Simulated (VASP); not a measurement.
TiSi2: single point with PBE

Crystal: TiSi2.

```
Ti Si
1.0
    -1.47287    1.71213    4.21208
     1.47287   -1.71213    4.21208
     1.47287    1.71213   -4.21208
Ti Si
1 2
Direct
  0.00000 0.00000 0.00000
  0.67008 0.67008 0.00000
  0.32992 0.32992 0.00000
```

The cell comes from a database or a generator and needn't be the stable form of this composition.

```json
{"Program": "VASP 6.6.1", "Task": "single point", "Functional": "PBE", "Potentials or basis": "VASP PAW PBE potentials, release 64 (Ti_sv_GW, Si_GW)", "Cutoff": "500 eV", "k mesh": "6 × 6 × 6", "Occupations": "gaussian, width 0.02 eV", "Spin": "no spin polarisation"}
```

```json
{
  "Pressure": "0.0 GPa",
  "Largest force": "0.179 eV/Å",
  "Band gap on the k mesh": "none (metal or under the smearing width)"
}
```

Forces in eV/Å, atoms in the order of the input:
```
Ti   0.000  0.000  0.000
Si   0.000  0.000  0.179
Si   0.000  0.000 -0.179
```

Stress tensor (GPa, compression positive):
```
 2.50  0.00  0.00
 0.00 -0.77  0.00
 0.00  0.00 -1.59
```

Levels at points of the mesh, in eV from the Fermi level:
```csv
k point,band 7,band 8,band 9,band 10,band 11,band 12,band 13,band 14
"(0.00, 0.00, 0.00)",-4.06,-2.04,-0.55,0.87,2.18,2.48,3.22,3.91
"(0.50, 0.00, 0.00)",-4.24,-3.66,-0.60,1.04,2.13,2.64,3.60,4.12
"(0.00, 0.50, 0.00)",-3.52,-3.30,-0.85,-0.34,1.06,2.90,3.50,4.10
"(0.50, 0.50, 0.00)",-4.94,-4.56,-2.78,-1.21,-0.57,2.83,2.99,3.22
"(0.50, 0.50, 0.50)",-1.19,-1.17,-0.25,0.54,2.06,2.53,2.58,3.77
```

Wall time 25 s on 1 thread of Intel(R) Xeon(R) 6975P-C (Granite Rapids) (shared host), peak memory 0.23 GiB.

Caveat: the k mesh is coarse (spacing up to 0.47 Å⁻¹), so the values aren't converged.
